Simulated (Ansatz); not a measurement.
# BaTiO3 (P1) in Ansatz: notebook

The runs below take BaTiO3 through relaxation of cell and atoms, with PBEsol.

All numbers are computed with Ansatz 0.2.0; they aren't measurements. Logs are shortened: lines on timing, memory, paths and dates and some standing lists are left out, and cuts for length are marked.

**1. The cell of the first run**

The typed cell holds 5 atoms: a = 3.709 Å, b = 4.185 Å, c = 3.896 Å, α = 89.29°, β = 84.41°, γ = 90.46°.

**2. Relaxation of cell and atoms, PBEsol**

Contents of input.yaml:

```yaml
crystal:
  lattice:
    - [3.70452014, -0.01640867, 0.18507075]
    - [-0.01640867, 4.18451191, 0.02528513]
    - [0.18591286, 0.02540018, 3.8917432]
  atoms:
    - { symbol: Ba, position: [0.0079135, 0.88261446, 0.95959035] }
    - { symbol: Ti, position: [0.50574944, 0.42212167, 0.59782741] }
    - { symbol: O, position: [0.45838189, 0.78893258, 0.98165141] }
    - { symbol: O, position: [0.55779954, 0.89570064, 0.46568812] }
    - { symbol: O, position: [0.97015564, 0.51063065, 0.4952427] }
hamiltonian:
  xc: pbesol
  pseudopotentials: { kind: paw }
kpoints:
  mp_grid: { grid: [7, 7, 7] }
scf:
  occupations: { method: fermi_dirac, width: 0.05 }
output:
  forces: true
  stress: true
  eigenvalues: true
relax:
  f_tol: 0.01
  max_steps: 40
  cell: { stress_tol: 0.05 }
```

Potentials or basis: Ansatz PAW.

Started as:

```bash
> ansatz run input.yaml --threads 2 --pin off --max-ram 5632MiB --backend cpu --events-out ev --progress --plain --runs-dir out
```

Output:

```text
Warning: RAYON_NUM_THREADS=2 ignored (pool sized by the plan → 2); use --threads N
Engine: ansatz 0.2.0, aarch64-unknown-linux-gnu
Pseudopotentials: kind: paw
Pseudopotential: Ba, paw, valence charge 10, recommended cutoff 420 eV (normal), Ba.paw.azcp
Pseudopotential: Ti, paw, valence charge 12, recommended cutoff 420 eV (normal), Ti.paw.azcp
Pseudopotential: O, paw, valence charge 6, recommended cutoff 420 eV (normal), O.paw.azcp
Functional definition: PBEsol
  exchange = pbesol_x
  correlation = pbesol_c
Crystal: 5 atoms, lattice volume = 60.181 Å³
Basis set: ecut = 420 eV, 1183 PW (Γ), exchange–correlation on 50×60×54 points (8 copies of the dense FFT grid, shifted against one another)
Bands: 25, of which v1, the nominal top of the filled ones, is band 20 counted from 1 (19 counted from 0)
Symmetry: 1 space group operations
Space group: P1 (ITA 1), of the structure as read, at distance tolerance 3.9e-5 Å
k-points: 172 of 343 (time reversal used)
Non-local potential: Ba, projectors of the file, l = 0: 3, l = 1: 2, l = 2: 2, l = 3: 2
Non-local potential: Ti, projectors of the file, l = 0: 3, l = 1: 2, l = 2: 3, l = 3: 1
Non-local potential: O, projectors of the file, l = 0: 2, l = 1: 2, l = 2: 1
PAW form: soft (Blöchl's): semilocal exchange-correlation on the pseudo side does not see the compensation charge
PAW frozen core: Ba, regenerated for the run's functional, and the local potential with it (the file was generated under x = pbe(κ = 0.804, μ = 0.2195149727645171), c = pbe(β = 0.06672455060314922))
PAW frozen core: Ti, regenerated for the run's functional, and the local potential with it (the file was generated under x = pbe(κ = 0.804, μ = 0.2195149727645171), c = pbe(β = 0.06672455060314922))
PAW frozen core: O, regenerated for the run's functional, and the local potential with it (the file was generated under x = pbe(κ = 0.804, μ = 0.2195149727645171), c = pbe(β = 0.06672455060314922))
PAW one-centre angular grid: Ba, 194 points (default); XC on 64 Gauss nodes
PAW one-centre angular grid: Ti, 590 points (default); XC on 64 Gauss nodes
PAW one-centre angular grid: O, 110 points (default); XC on 64 Gauss nodes
Initial density: superposition of atomic densities (neutral atoms: chi_scale 0, normalization atom), corrected by the library's trained network
Initial wavefunctions: pseudopotential atomic-orbital guess
Functional: x = pbesol(κ = 0.804, μ = 0.12345679012345678), c = pbesol(β = 0.046)
SCF iter   1: F=—  HF=-10014.987076 eV  |F-HF|=—  |Δ(HF+E_count)|=         —  Δρ=3.98e-2  dr2=1.03e0  ethr=1.77e-3  ⟨swp⟩=6.3  Hψ=22870  notcnv=0
preconditioner: auto → Kerker (q_TF=auto, 2.549 Å⁻¹)  [metal: Δε(μ)=0.003 eV  Ē_g=10.166 eV  σ=0.050 eV  W_gap=0.02  n_scr=18 (ndim 8)  ℏωp=26.2 eV  f_vac=0.000  D(μ)=2.35/eV (n_scr^D=18)]
SCF iter   2: F=—  HF=-10014.815125 eV  |F-HF|=—  |Δ(HF+E_count)|=   1.72e-1  Δρ=1.68e-2  dr2=2.37e-1  ethr=1.77e-3  ⟨swp⟩=2.0  Hψ=6424  notcnv=0
SCF iter   3: F=—  HF=-10014.759063 eV  |F-HF|=—  |Δ(HF+E_count)|=   5.61e-2  Δρ=4.29e-3  dr2=1.79e-2  ethr=5.93e-4  ⟨swp⟩=2.2  Hψ=6707  notcnv=0
SCF iter   4: F=—  HF=-10014.753048 eV  |F-HF|=—  |Δ(HF+E_count)|=   6.01e-3  Δρ=9.97e-4  dr2=1.10e-3  ethr=4.47e-5  ⟨swp⟩=2.4  Hψ=8195  notcnv=0
SCF iter   5: F=—  HF=-10014.752824 eV  |F-HF|=—  |Δ(HF+E_count)|=   2.24e-4  Δρ=3.65e-4  dr2=1.20e-4  ethr=2.74e-6  ⟨swp⟩=2.4  Hψ=7148  notcnv=0
SCF iter   6: F=—  HF=-10014.752811 eV  |F-HF|=—  |Δ(HF+E_count)|=   1.22e-5  Δρ=1.26e-4  dr2=1.18e-5  ethr=3.00e-7  ⟨swp⟩=2.7  Hψ=7347  notcnv=0
SCF iter   7: F=—  HF=-10014.752848 eV  |F-HF|=—  |Δ(HF+E_count)|=   3.67e-5  Δρ=4.08e-5  dr2=1.11e-6  ethr=2.96e-8  ⟨swp⟩=2.1  Hψ=6758  notcnv=0
SCF iter   8: F=—  HF=-10014.752848 eV  |F-HF|=—  |Δ(HF+E_count)|=   1.48e-7  Δρ=1.22e-5  dr2=1.06e-7  ethr=2.77e-9  ⟨swp⟩=2.2  Hψ=7463  notcnv=0
SCF iter   9: F=-10014.752848 eV  HF=-10014.752848 eV  |F-HF|=5.07e-9  |Δ(HF+E_count)|=  5.80e-10  Δρ=5.04e-6  dr2=1.26e-8  ethr=2.50e-10  ⟨swp⟩=5.3  Hψ=16112  notcnv=0
SCF 1 converged in 9 iterations: F = -10014.752848 eV  dr2 = 1.26e-8
relax step   1: F+E_penalty+E_count = -10014.75284827 eV  Δ(F+E_penalty+E_count) = +0.000e0 eV  max|allowed force component| = 8.358e0 eV/Å  Δτ_max = 0.0000 Å  P = +50.629 GPa  Ω = 60.181 Å³  (9 SCF iters, dr2 threshold 1.00e-7 eV, accepted)
Crystal: 5 atoms, lattice volume = 65.052 Å³
Basis set: ecut = 420 eV, 1269 PW (Γ), exchange–correlation on 50×60×54 points (8 copies of the dense FFT grid, shifted against one another)
[... 187 lines left out ...]
SCF 16 converged in 6 iterations: F = -10027.483923 eV  dr2 = 8.89e-10
relax step  16: F+E_penalty+E_count = -10027.48392321 eV  Δ(F+E_penalty+E_count) = -9.663e-5 eV  max|allowed force component| = 6.021e-4 eV/Å  Δτ_max = 0.0074 Å  P = +0.001 GPa  Ω = 63.464 Å³  energy of the carried Pulay correction = -1.143e-5 eV  (6 SCF iters, dr2 threshold 4.60e-8 eV, accepted)
iter 1 solved again at ethr=1.76e-8 eV; its pass at ethr=3.10e-3 eV (dr2=7.04e-6 eV) is discarded
SCF iter   1: F=—  HF=-10027.484066 eV  |F-HF|=—  |Δ(HF+E_count)|=         —  Δρ=2.76e-5  dr2=5.79e-8  ethr=1.76e-8  ⟨swp⟩=3.6  Hψ=34744  notcnv=0
SCF iter   2: F=—  HF=-10027.483987 eV  |F-HF|=—  |Δ(HF+E_count)|=   7.89e-5  Δρ=1.36e-5  dr2=1.22e-8  ethr=1.45e-10  ⟨swp⟩=3.0  Hψ=9081  notcnv=0
SCF iter   3: F=—  HF=-10027.483988 eV  |F-HF|=—  |Δ(HF+E_count)|=   1.38e-7  Δρ=6.42e-6  dr2=2.76e-9  ethr=3.04e-11  ⟨swp⟩=1.8  Hψ=5696  notcnv=0
SCF iter   4: F=—  HF=-10027.483988 eV  |F-HF|=—  |Δ(HF+E_count)|=   3.82e-8  Δρ=3.35e-7  dr2=5.25e-11  ethr=6.89e-12  ⟨swp⟩=2.0  Hψ=6698  notcnv=0
iter 5 did not close the SCF: its close was put off for the readings that it lacked (scf_convergence_deferred on its scf_iter line)
SCF iter   5: F=-10027.483988 eV  HF=-10027.483988 eV  |F-HF|=1.82e-12  |Δ(HF+E_count)|=    0.00e0  Δρ=1.51e-7  dr2=1.03e-11  ethr=1.00e-12  ⟨swp⟩=1.2  Hψ=4337  notcnv=0
iter 6 did not close the SCF: its close was put off for the readings that it lacked (scf_convergence_deferred on its scf_iter line)
SCF iter   6: F=-10027.483988 eV  HF=-10027.483988 eV  |F-HF|=3.64e-12  |Δ(HF+E_count)|=  1.82e-12  Δρ=5.43e-8  dr2=9.29e-13  ethr=1.00e-12  ⟨swp⟩=1.0  Hψ=4302  notcnv=0
iter 7 did not close the SCF: its close was put off for the readings that it lacked (scf_convergence_deferred on its scf_iter line)
SCF iter   7: F=-10027.483988 eV  HF=-10027.483988 eV  |F-HF|=0.00e0  |Δ(HF+E_count)|=  3.64e-12  Δρ=2.01e-8  dr2=9.85e-14  ethr=1.00e-12  ⟨swp⟩=1.0  Hψ=4304  notcnv=0
iter 8 did not close the SCF: its close was put off for the readings that it lacked (scf_convergence_deferred on its scf_iter line)
SCF iter   8: F=-10027.483988 eV  HF=-10027.483988 eV  |F-HF|=5.46e-12  |Δ(HF+E_count)|=    0.00e0  Δρ=7.24e-9  dr2=1.32e-14  ethr=1.00e-12  ⟨swp⟩=1.0  Hψ=4306  notcnv=0
SCF iter   9: F=-10027.483988 eV  HF=-10027.483988 eV  |F-HF|=0.00e0  |Δ(HF+E_count)|=    0.00e0  Δρ=2.26e-9  dr2=1.25e-15  ethr=1.00e-12  ⟨swp⟩=3.0  Hψ=10183  notcnv=0
SCF 17 converged in 9 iterations: F = -10027.483988 eV  dr2 = 1.25e-15
relax step  17: F+E_penalty+E_count = -10027.48398759 eV  Δ(F+E_penalty+E_count) = -6.437e-5 eV  max|allowed force component| = 6.367e-4 eV/Å  Δτ_max = 0.0000 Å  P = +0.001 GPa  Ω = 63.464 Å³  stress off target by 2.94e-2 GPa  SCF on the basis re-selected at this cell (its energy is not comparable with the rows above)  (9 SCF iters)
basis re-selected at this cell: Δ(F+E_penalty+E_count) = -6.437e-5 eV, ΔP = +0.000 GPa vs the last step (what re-selecting the basis moved, of the pressure what is left beyond the Pulay correction that the steps carried, after the strain that the cell walked since its last selection, with what the two solves' SCF thresholds leave and, on support functions, any second-order correction that the steps lacked; it is no measure of the basis error at this ecutwfc). This SCF's stress stands 2.94e-2 GPa from its target on what of the cell is left free (relax.cell.stress_tol is 5.00e-2 GPa) and its largest allowed force component is 6.37e-4 eV/Å (relax.f_tol is 1.00e-2 eV/Å): within both
SCF converged after 9 iterations
Free energy (F): -10027.483988 eV
Harris-Foulkes:  -10027.483988 eV  (|F-HF|=0.00e0)
Internal energy: -10027.483988 eV  (E = F + TS)
E sigma→0 (E₀):  -10027.483988 eV
Fermi energy:    11.428156 eV
--- Per-component energies (eV) ---
  E_band       = -137.126478
  E_kinetic    = 969.333238
  E_local      = -2095.807855  (includes V_loc(G=0)·N_el)
  E_nonlocal   = 207.310412
  E_hartree    = 817.851665
  E_xc         = -486.573550
  E_vxc        = -543.522198  (∫ρ·V_xc dr)
  E_paw        = -6617.151324  (= ΣΔE_a)
  E_vpaw       = -310.150734  (= ΣTr[D̂ρ^β])
  E_aug_tail   = 0.007329  (compensation charges beyond the density's cutoff)
  E_ewald      = -2822.850584
  E_core_change = 0.396681  (= ΣΔE_core)
  E_smearing   = -0.000000  (= −TS)
  E_closure    = 0.000000  (closes the sum)
  Σ components = -10027.483988   (vs F -10027.483988, Δ=0.00e0)
--- Forces (eV/Å), atoms counted from 1 ---
  atom   1  Ba    -0.00002280     0.00042339     0.00021225
  atom   2  Ti    -0.00052976     0.00062517    -0.00018593
  atom   3  O      0.00013825    -0.00009222    -0.00010679
  atom   4  O      0.00012044    -0.00063627     0.00012439
  atom   5  O      0.00029550    -0.00031808    -0.00004212
  max |Σ_I F_I| component: 1.98e-6 eV/Å
--- Stress (GPa, compression-positive) ---
        0.029320       0.001611      -0.000032
        0.001611      -0.026024      -0.000241
       -0.000032      -0.000241       0.000313
  P = ⅓ Tr σ = 0.0012 GPa (0.012 kbar)
--- Band table (eV; the first three rows and the last of 172) ---
  k-point 0: bands = ["-45.6911", "-22.0765", "-22.0738", "-22.0666", "-14.2842", "-6.4747", "-5.7991", "-5.7962", "0.5171", "0.5193", "0.5215", "8.0510", "8.0531", "8.0552", "8.9278", "8.9310", "9.1329", "9.8198", "9.9461", "9.9481", "12.5650", "12.5829", "12.7235", "14.8165", "14.8186"]
  k-point 1: bands = ["-45.6909", "-22.0841", "-22.0751", "-22.0676", "-14.2599", "-6.4914", "-5.7912", "-5.7797", "0.5494", "0.5542", "0.6051", "7.7010", "7.9878", "7.9996", "8.7145", "8.7368", "8.9961", "9.4750", "9.8454", "9.8705", "12.6166", "12.9007", "12.9053", "14.8155", "15.3153"]
  k-point 2: bands = ["-45.6905", "-22.1076", "-22.0742", "-22.0671", "-14.2043", "-6.5962", "-5.7758", "-5.6583", "0.6240", "0.6305", "0.7955", "6.9630", "7.7779", "7.7981", "8.4061", "8.4378", "8.7000", "8.9271", "9.5821", "9.6454", "12.6824", "13.4924", "13.5801", "14.8080", "16.0749"]
  k-point 171: bands = ["-45.6898", "-22.1237", "-22.0839", "-22.0779", "-14.1269", "-6.5299", "-5.7290", "-5.5801", "0.4957", "0.6813", "0.8781", "6.3246", "7.1440", "7.5487", "7.6458", "7.9381", "8.6932", "9.1306", "9.2935", "9.3693", "13.2366", "14.0402", "14.1145", "15.5283", "16.9136"]
--- Relaxed structure (14 steps of the walk, 14 accepted, 3 SCFs on fresh bases) ---
  F+E_penalty+E_count = -10027.48398759 eV   max|allowed force component| = 6.367e-4 eV/Å   (the final SCF, on the basis selected at the relaxed cell)
  cell:  # Å, volume = 63.4640 Å³
    - [3.985231537156914, 0.00439520595272208, 0.003923924844716514]
    - [0.004781916253371763, 3.992369219534116, 0.004827469560482259]
    - [0.0049003912346682055, 0.004852585678516853, 3.9888224700199704]
  atoms:
    - { symbol: Ba, position: [-0.005907583177719547, 0.9935326986284859, 0.9938109735771781] }
    - { symbol: Ti, position: [0.4834194511817226, 0.4821648459979835, 0.48278377030642233] }
    - { symbol: O, position: [0.505554414055935, 0.505847464397144, 1.011988628419115] }
    - { symbol: O, position: [0.5054385047540971, 1.0124708861152991, 0.5055829221068512] }
    - { symbol: O, position: [1.0114952231859649, 0.5059841048610871, 0.5058336955904338] }
```

Wall time 4.5 min (2 threads of Arm Neoverse V2, shared host); peak memory 0.58 GiB.

What came out:

* Free energy: -10027.4840 eV
* Relaxed volume: 12.69 Å³/atom
* Relaxed cell: a = 3.985 Å, b = 3.992 Å, c = 3.989 Å, α = 89.86°, β = 89.87°, γ = 89.87°
* Space group after relaxing (to 0.05 Å): R3m (No. 160)
* Energy gained by relaxing: 2546.2 meV/atom
* Ionic steps: 17
* Pressure after relaxing: 0.0 GPa
* Band gap on the k mesh: 2.37 eV, indirect (least direct gap 2.62 eV)

The path:
```
step  energy change (eV)  largest force (eV/Å)  volume (Å³)
   1              0.0000               11.0696        60.18
   2             -5.3033               10.0739        65.05
   3             -8.3967                7.5440        66.89
   4            -10.3529                5.2635        67.24
   5            -11.6827                3.3275        65.98
   6            -12.4373                1.4393        64.55
   7            -12.6559                0.2503        64.00
   8            -12.6797                0.0525        63.38
   9            -12.6827                0.1262        63.13
  10            -12.6839                0.0065        63.09
  11            -12.6838                0.0016        63.11
  12            -12.7256                0.0039        63.11
  13            -12.7290                0.0105        63.48
  14            -12.7292                0.0031        63.46
  15            -12.7310                0.0032        63.46
  16            -12.7311                0.0008        63.46
  17            -12.7311                0.0008        63.46
```

Final structure:
```
CELL_PARAMETERS angstrom
3.98523 0.00440 0.00392
0.00478 3.99237 0.00483
0.00490 0.00485 3.98882
ATOMIC_POSITIONS crystal
Ba 0.99409 0.99353 0.99381
Ti 0.48342 0.48216 0.48278
O 0.50555 0.50585 0.01199
O 0.50544 0.01247 0.50558
O 0.01150 0.50598 0.50583
```

Caveat: odd divisions of the mesh miss points on the zone boundary, where band edges often lie, so the gap on the mesh can be too wide; the plane-wave basis is chosen anew once the cell has moved, so the energies of steps on either side of that aren't comparable; the pressure holds a Pulay correction of +0.6 GPa for the finite cutoff; spin-orbit coupling is left out, which moves the levels of the heavy elements; the PAW data sets come from PBE, with cores solved anew for the run's functional, which leaves a small shift of forces and pressure.

**3. Relaxation of cell and atoms, PBEsol, target pressure 2 GPa, at which the enthalpy is minimised**

Edit input.yaml of step 2 so:

```diff
@@ -22,2 +22,6 @@
   eigenvalues: true
+  write_density: true
+  write_potential: true
+  elf: true
+  volumetric_format: npy
 relax:
@@ -25,2 +29,2 @@
   max_steps: 40
-  cell: { stress_tol: 0.05 }
+  cell: { stress_tol: 0.05, p_target: 2.0 }
```

Potentials or basis: Ansatz PAW.

Started as:

```bash
> ansatz run input.yaml --threads 2 --pin off --max-ram 5632MiB --backend cpu --events-out ev --progress --plain --runs-dir out
```

Run time: 5 min. Hardware: 2 threads of Arm Neoverse V2, shared host; peak memory 0.58 GiB.

Results (log left out):

* Free energy: -10027.4781 eV
* Relaxed volume: 12.50 Å³/atom
* Relaxed cell: a = 3.967 Å, b = 3.970 Å, c = 3.968 Å, α = 89.91°, β = 89.91°, γ = 89.91°
* Space group after relaxing (to 0.05 Å): R3m (No. 160)
* Energy change on relaxing (the enthalpy is what falls): -2545.1 meV/atom
* Ionic steps: 16
* Pressure after relaxing: 2.0 GPa
* Band gap on the k mesh: 2.27 eV, indirect (least direct gap 2.45 eV)

The path:
```tsv
step	energy change (eV)	largest force (eV/Å)	volume (Å³)
1	0.0000	11.0696	60.18
2	-5.3825	10.0772	64.87
3	-8.4563	7.5561	66.47
4	-10.4467	5.2256	66.61
5	-11.7424	3.2907	65.28
6	-12.4577	1.4098	63.66
7	-12.6653	0.2395	63.03
8	-12.6768	0.1844	62.42
9	-12.6791	0.0821	62.04
10	-12.6817	0.0099	62.23
11	-12.7177	0.0128	62.23
12	-12.7239	0.0148	62.51
13	-12.7238	0.0009	62.49
14	-12.7252	0.0009	62.49
15	-12.7253	0.0004	62.49
16	-12.7253	0.0004	62.49
```

Final structure:
```
Ba Ti O
1.0
     3.96699    0.00297    0.00250
     0.00323    3.96972    0.00319
     0.00350    0.00325    3.96830
Ba Ti O
1 1 3
Cartesian
  -0.0129 3.9524 3.9514
  1.9294 1.9281 1.9284
  2.0083 2.0099 4.0100
  2.0079 4.0126 2.0083
  4.0084 2.0099 2.0083
```

Levels at points of the mesh, in eV from the valence-band top:
```
           k point  band 18  band 19  band 20  band 21  band 22  band 23
(0.00, 0.00, 0.00)    -0.28    -0.18    -0.18     2.27     2.28     2.40
```

Caveat: odd divisions of the mesh miss points on the zone boundary, where band edges often lie, so the gap on the mesh can be too wide; the plane-wave basis is chosen anew once the cell has moved, so the energies of steps on either side of that aren't comparable; the pressure holds a Pulay correction of +0.6 GPa for the finite cutoff; spin-orbit coupling is left out, which moves the levels of the heavy elements; the PAW data sets come from PBE, with cores solved anew for the run's functional, which leaves a small shift of forces and pressure.

(Continued in part 2 of 2.)
